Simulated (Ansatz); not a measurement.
**TaN (P-6m2), symmetry broken, then relaxed**

These are results of DFT r2SCAN, scalar-relativistic, plane waves, PAW (Ansatz), not measurements. Cutoff 500 eV, Γ-centred 12×12×12 k-points, Gaussian smearing of 0.15 eV. Spin–orbit coupling is left out, which can shift energies with elements as heavy as these. No spin polarisation. Energies are free energies at this smearing, counted from the undisturbed cell; pressure is positive in compression.

Zero of the scan (relaxed at this level; this form isn't the usual structure):

```yaml
crystal:
  lattice:
    - [2.93615, 0.00000, 0.00000]
    - [-1.46808, 2.54278, 0.00000]
    - [0.00000, 0.00000, 2.88462]
  atoms:
    - { symbol: Ta, position: [0.33333, 0.66667, 0.50000] }
    - { symbol: N, position: [0.00000, 0.00000, 0.00000] }
```

The atoms are displaced (Å, in the unstrained cell):

```
atom ux uy uz
 Ta1   0.052   0.127   0.376
  N2  -0.052  -0.127  -0.376
```

Cell and atoms are then relaxed.

**Question.** Does the relaxation return to the undisturbed structure?

**Answer.** Yes (up to a choice of domain or origin): same space group and volume, and an energy 0.0 meV/atom from it. The disturbance itself cost 2556.3 meV/atom. The final space group reads P-6m2 (tolerance 0.05 Å) and the volume changes by 0.00 %.

Final structure:

```xyz
2
Lattice="2.9361 0.0000 0.0000 -1.4681 2.5428 0.0000 0.0000 0.0000 2.8846" Properties=species:S:1:pos:R:3 pbc="T T T"
Ta    0.0000    1.6952    1.4423
N     1.4681    2.5427    0.0000
```

The relaxation, step by step (energy from the first step; small jumps at an unchanged geometry come where the plane waves are selected anew for the new cell):

| step | ΔE (meV/atom) | largest force component (eV/Å) | pressure (GPa) |
| --- | --- | --- | --- |
| 1 | 0.0 | 9.861 | 122.26 |
| 2 | -1235.5 | 5.483 | 39.54 |
| 3 | -2246.0 | 3.143 | -7.59 |
| 4 | -2482.4 | 1.739 | 3.64 |
| 5 | -2552.9 | 0.115 | 1.89 |
| 6 | -2556.3 | 0.002 | 0.62 |
| 7 | -2556.3 | 0.000 | -0.07 |
| 8 | -2556.3 | 0.000 | 0.00 |
| 9 | -2556.3 | 0.000 | -0.02 |